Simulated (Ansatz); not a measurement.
# MoS2 (P-3m1) in Ansatz: further runs, part 2 of 2

Ansatz 0.2.0.

## (5) Single point, BLYP+D3(BJ), 17.84 Å³/atom (volume scaled by 0.94)

input.yaml reads:

```yaml
crystal:
  lattice:
    - [3.1615794509, 0.0, 0.0]
    - [-1.5807897255, 2.7380081205, 0.0]
    - [0.0, 0.0, 6.1836112739]
  atoms:
    - { symbol: Mo, position: [0.0, 0.0, 0.5] }
    - { symbol: S, position: [0.6666666667, 0.3333333333, 0.74468068] }
    - { symbol: S, position: [0.3333333333, 0.6666666667, 0.25531932] }
hamiltonian:
  xc: blyp
  pseudopotentials: { kind: paw }
  dispersion: d3bj
kpoints:
  mp_grid: { grid: [9, 9, 4] }
scf:
  occupations: { method: fermi_dirac, width: 0.05 }
output:
  forces: true
  stress: true
  eigenvalues: true
```

On the command line:

```
ansatz run input.yaml --threads 2 --pin off --max-ram 5120MiB --backend cpu --events-out ev --progress --plain --runs-dir out
```

Wall time 0.51 s (2 threads of AMD EPYC 9B45 (Zen 5), shared host); peak memory 0.41 GiB.

The run converged. Its results:

```yaml
Free_energy: -6786.5372 eV
Pressure: 9.5 GPa
Largest_force: 1.741 eV/Å
Band_gap_on_the_k_mesh: none (metal or under the smearing width)
```

Caveat: the PAW data sets come from PBE, with cores solved anew for the run's functional, which leaves a small shift of forces and pressure; forces of over 1 eV/Å show positions far from the minimum, so gaps and moduli don't describe the material at rest.

## (6) Single point, BLYP+D3(BJ), 18.22 Å³/atom (volume scaled by 0.96)

Edit input.yaml of step 5 so:

```diff
@@ -2,5 +2,5 @@
   lattice:
-    - [3.1615794509, 0.0, 0.0]
-    - [-1.5807897255, 2.7380081205, 0.0]
-    - [0.0, 0.0, 6.1836112739]
+    - [3.1838448285, 0.0, 0.0]
+    - [-1.5919224143, 2.7572905031, 0.0]
+    - [0.0, 0.0, 6.2271592669]
   atoms:
```

Potentials or basis: Ansatz PAW.

On the command line:

```
ansatz run input.yaml --threads 2 --pin off --max-ram 5120MiB --backend cpu --events-out ev --progress --plain --runs-dir out
```

Run time: 0.5 s. Hardware: 2 threads of AMD EPYC 9B45 (Zen 5), shared host; peak memory 0.4 GiB.

The run converged. Its results:

```
Free energy            : -6786.5927 eV
Pressure               : 6.1 GPa
Largest force          : 1.347 eV/Å
Band gap on the k mesh : none (metal or under the smearing width)
```

Caveat: the PAW data sets come from PBE, with cores solved anew for the run's functional, which leaves a small shift of forces and pressure; forces of over 1 eV/Å show positions far from the minimum, so gaps and moduli don't describe the material at rest.

## (7) Single point, BLYP+D3(BJ), 18.60 Å³/atom (volume scaled by 0.98)

Edit input.yaml of step 6 so:

```diff
@@ -2,5 +2,5 @@
   lattice:
-    - [3.1838448285, 0.0, 0.0]
-    - [-1.5919224143, 2.7572905031, 0.0]
-    - [0.0, 0.0, 6.2271592669]
+    - [3.2058030729, 0.0, 0.0]
+    - [-1.6029015365, 2.7763069006, 0.0]
+    - [0.0, 0.0, 6.27010655]
   atoms:
```

On the command line:

```
ansatz run input.yaml --threads 2 --pin off --max-ram 5120MiB --backend cpu --events-out ev --progress --plain --runs-dir out
```

Run time: 0.5 s. Hardware: 2 threads of AMD EPYC 9B45 (Zen 5), shared host; peak memory 0.4 GiB.

The run converged. Its results:

```yaml
Free_energy: -6786.6251 eV
Pressure: 3.0 GPa
Largest_force: 0.983 eV/Å
Band_gap_on_the_k_mesh: none (metal or under the smearing width)
```

Caveat: the PAW data sets come from PBE, with cores solved anew for the run's functional, which leaves a small shift of forces and pressure.

## (8) Single point, BLYP+D3(BJ), 18.98 Å³/atom

Edit input.yaml of step 7 so:

```diff
@@ -2,5 +2,5 @@
   lattice:
-    - [3.2058030729, 0.0, 0.0]
-    - [-1.6029015365, 2.7763069006, 0.0]
-    - [0.0, 0.0, 6.27010655]
+    - [3.2274645616, 0.0, 0.0]
+    - [-1.6137322808, 2.7950663001, 0.0]
+    - [0.0, 0.0, 6.31247342]
   atoms:
```

On the command line:

```
ansatz run input.yaml --threads 2 --pin off --max-ram 5120MiB --backend cpu --events-out ev --progress --plain --runs-dir out
```

Wall time 0.5 s (2 threads of AMD EPYC 9B45 (Zen 5), shared host); peak memory 0.41 GiB.

It converged, with:

- Free energy: -6786.6368 eV
- Pressure: 0.3 GPa
- Largest force: 0.644 eV/Å
- Band gap on the k mesh: none (metal or under the smearing width)

Caveat: the PAW data sets come from PBE, with cores solved anew for the run's functional, which leaves a small shift of forces and pressure.

## (9) Single point, BLYP+D3(BJ), 19.36 Å³/atom (volume scaled by 1.02)

Edit input.yaml of step 8 so:

```diff
@@ -2,5 +2,5 @@
   lattice:
-    - [3.2274645616, 0.0, 0.0]
-    - [-1.6137322808, 2.7950663001, 0.0]
-    - [0.0, 0.0, 6.31247342]
+    - [3.248839122, 0.0, 0.0]
+    - [-1.624419561, 2.8135772124, 0.0]
+    - [0.0, 0.0, 6.3542790981]
   atoms:
@@ -21 +21,5 @@
   eigenvalues: true
+  write_density: true
+  write_potential: true
+  elf: true
+  volumetric_format: npy
```

Potentials or basis: Ansatz PAW.

On the command line:

```
ansatz run input.yaml --threads 2 --pin off --max-ram 5120MiB --backend cpu --events-out ev --progress --plain --runs-dir out
```

Run time: 0.64 s. Hardware: 2 threads of AMD EPYC 9B45 (Zen 5), shared host; peak memory 0.42 GiB.

It converged, with:

| Property | Result |
| --- | --- |
| Free energy | -6786.6299 eV |
| Pressure | -2.2 GPa |
| Largest force | 0.330 eV/Å |
| Band gap on the k mesh | none (metal or under the smearing width) |

Caveat: the PAW data sets come from PBE, with cores solved anew for the run's functional, which leaves a small shift of forces and pressure.

## (10) Single point, BLYP+D3(BJ), 19.74 Å³/atom (volume scaled by 1.04)

Edit input.yaml of step 9 so:

```diff
@@ -2,5 +2,5 @@
   lattice:
-    - [3.248839122, 0.0, 0.0]
-    - [-1.624419561, 2.8135772124, 0.0]
-    - [0.0, 0.0, 6.3542790981]
+    - [3.2699360711, 0.0, 0.0]
+    - [-1.6349680355, 2.8318477062, 0.0]
+    - [0.0, 0.0, 6.3955418068]
   atoms:
```

On the command line:

```
ansatz run input.yaml --threads 2 --pin off --max-ram 5120MiB --backend cpu --events-out ev --progress --plain --runs-dir out
```

Run time: 0.63 s. Hardware: 2 threads of AMD EPYC 9B45 (Zen 5), shared host; peak memory 0.42 GiB.

It converged, with:

* Free energy: -6786.6063 eV
* Pressure: -4.4 GPa
* Largest force: 0.039 eV/Å
* Band gap on the k mesh: none (metal or under the smearing width)

Caveat: the PAW data sets come from PBE, with cores solved anew for the run's functional, which leaves a small shift of forces and pressure.

## (11) Single point, BLYP+D3(BJ), 20.12 Å³/atom (volume scaled by 1.06)

Edit input.yaml of step 10 so:

```diff
@@ -2,5 +2,5 @@
   lattice:
-    - [3.2699360711, 0.0, 0.0]
-    - [-1.6349680355, 2.8318477062, 0.0]
-    - [0.0, 0.0, 6.3955418068]
+    - [3.2907642509, 0.0, 0.0]
+    - [-1.6453821255, 2.8498854391, 0.0]
+    - [0.0, 0.0, 6.4362788402]
   atoms:
@@ -21,5 +21 @@
   eigenvalues: true
-  write_density: true
-  write_potential: true
-  elf: true
-  volumetric_format: npy
```

On the command line:

```
ansatz run input.yaml --threads 2 --pin off --max-ram 5120MiB --backend cpu --events-out ev --progress --plain --runs-dir out
```

Run time: 0.52 s. Hardware: 2 threads of AMD EPYC 9B45 (Zen 5), shared host; peak memory 0.41 GiB.

The run converged. Its results:

| Quantity | Value |
| --- | --- |
| Free energy | -6786.5678 eV |
| Pressure | -6.4 GPa |
| Largest force | 0.231 eV/Å |
| Band gap on the k mesh | none (metal or under the smearing width) |

Caveat: the PAW data sets come from PBE, with cores solved anew for the run's functional, which leaves a small shift of forces and pressure.

## (12) Equation of state, BLYP+D3(BJ)

Potentials or basis: Ansatz PAW.

No new run: the results of the series are fitted here.

Results:

- Equilibrium volume: 19.02 Å³/atom
- Bulk modulus at fixed shape and positions: 129 GPa
- Pressure derivative of the bulk modulus: 4.4

Energy against volume, from the lowest point:
```csv
volume (Å³/atom),energy (meV/atom)
17.843,33.18
18.222,14.70
18.602,3.90
18.982,0.00
19.361,2.29
19.741,10.14
20.120,22.98
```

Caveat: the potentials were made for another functional, which shifts forces and pressure; the cell was scaled at fixed shape and fractional positions, which overstates the stiffness of a crystal with free parameters, most of all of layers and chains.

## (13) Band structure, PBE

input.yaml reads:

```yaml
crystal:
  lattice:
    - [3.2274645616, 0.0, 0.0]
    - [-1.6137322808, 2.7950663001, 0.0]
    - [0.0, 0.0, 6.31247342]
  atoms:
    - { symbol: Mo, position: [0.0, 0.0, 0.5] }
    - { symbol: S, position: [0.6666666667, 0.3333333333, 0.74468068] }
    - { symbol: S, position: [0.3333333333, 0.6666666667, 0.25531932] }
hamiltonian:
  xc: pbe
  pseudopotentials: { kind: nc, accuracy: standard }
kpoints:
  mp_grid: { grid: [9, 9, 4] }
  band_path:
    path:
      - [[0.0, 0.0, 0.0], [0.5, 0.0, 0.0], [0.3333333333, 0.3333333333, 0.0], [0.0, 0.0, 0.0], [0.0, 0.0, 0.5], [0.5, 0.0, 0.5], [0.3333333333, 0.3333333333, 0.5], [0.0, 0.0, 0.5]]
      - [[0.5, 0.0, 0.5], [0.5, 0.0, 0.0]]
      - [[0.3333333333, 0.3333333333, 0.0], [0.3333333333, 0.3333333333, 0.5]]
    npoints: 14
scf:
  occupations: { method: fermi_dirac, width: 0.05 }
  n_extra_bands: 7
output:
  forces: true
  stress: true
  eigenvalues: true
  fatbands: false
  write_density: true
  write_potential: true
  elf: true
  volumetric_format: npy
```

Potentials or basis: PseudoDojo standard (PBE files).

On the command line:

```
ansatz run input.yaml --threads 2 --pin off --max-ram 5120MiB --backend cpu --events-out ev --progress --plain --runs-dir out
```

Wall time 3.4 s (2 threads of AMD EPYC 9B45 (Zen 5), shared host); peak memory 0.67 GiB.

The run converged. Its results:

```
Free energy            : -2513.0489 eV
Pressure               : 1.2 GPa
Largest force          : 0.292 eV/Å
Band gap on the k mesh : none (metal or under the smearing width)
```

Forces in eV/Å, atoms in the order of the input:
```
Mo   0.000  0.000  0.000
S    0.000  0.000  0.292
S    0.000  0.000 -0.292
```

Stress tensor (GPa, compression positive):
```
0.20 0.00 0.00
0.00 0.20 0.00
0.00 0.00 3.08
```

Levels at the corners of the path, in eV from the Fermi level:
| point | band 10 | band 11 | band 12 | band 13 | band 14 | band 15 | band 16 | band 17 |
| --- | --- | --- | --- | --- | --- | --- | --- | --- |
| Γ | -1.83 | -1.05 | -0.95 | -0.95 | -0.32 | -0.32 | 3.19 | 3.19 |
| M | -4.10 | -3.18 | -1.77 | -1.72 | 0.94 | 1.71 | 3.62 | 3.82 |
| K | -3.87 | -3.87 | -3.43 | 0.63 | 0.82 | 0.82 | 2.88 | 2.88 |
| Γ | -1.83 | -1.05 | -0.95 | -0.95 | -0.32 | -0.32 | 3.19 | 3.19 |
| A | -3.57 | -0.95 | -0.95 | -0.39 | -0.39 | -0.07 | 3.34 | 3.34 |
| L | -4.15 | -2.40 | -2.09 | -1.62 | 0.93 | 1.72 | 3.30 | 4.59 |
| H | -3.81 | -3.81 | -3.77 | 0.37 | 0.37 | 0.64 | 3.61 | 3.61 |
| A | -3.57 | -0.95 | -0.95 | -0.39 | -0.39 | -0.07 | 3.34 | 3.34 |
| L | -4.15 | -2.40 | -2.09 | -1.62 | 0.93 | 1.72 | 3.30 | 4.59 |
| M | -4.10 | -3.18 | -1.77 | -1.72 | 0.94 | 1.71 | 3.62 | 3.82 |
| K | -3.87 | -3.87 | -3.43 | 0.63 | 0.82 | 0.82 | 2.88 | 2.88 |
| H | -3.81 | -3.81 | -3.77 | 0.37 | 0.37 | 0.64 | 3.61 | 3.61 |

Caveat: this functional lacks dispersion, which binds the layers, so the pressure and a relaxed spacing across them are unreliable.

## (14) The runs side by side

```csv
task,level,potentials or basis,U,cutoff (eV),points for each segment of the path,hubbard projectors,double counting,gap on the mesh (eV),pressure (GPa),largest force (eV/Å)
band structure,LDA+U,Ansatz PAW,Mo d U = 5 eV,420,14,ortho-atomic (the default),fll (the default),none,-6.1,0.20
band structure,PBE+U,Ansatz PAW,Mo d U = 5 eV,420,14,ortho-atomic (the default),fll (the default),none,1.0,0.25
band structure,RPBE,Ansatz PAW,-,420,14,-,-,none,3.6,0.36
equation of state,BLYP+D3(BJ),Ansatz PAW,-,420,-,-,-,-,-,-
band structure,PBE,PseudoDojo standard (PBE files),-,1088,14,-,-,none,1.2,0.29
```

Alike in all rows: no spin polarisation; cell as given; k mesh 9 × 9 × 4; smearing fermi-dirac 0.05 eV.

Caveats: this functional lacks dispersion, which binds the layers, so the pressure and a relaxed spacing across them are unreliable (some runs); U without spin polarisation on a metal has little footing (some runs); the PAW data sets come from PBE, with cores solved anew for the run's functional, which leaves a small shift of forces and pressure (some runs); the potentials were made for another functional, which shifts forces and pressure (some runs); the cell was scaled at fixed shape and fractional positions, which overstates the stiffness of a crystal with free parameters, most of all of layers and chains (some runs).

Total energies depend on the potentials used, so only differences within one code and one set of settings carry meaning.
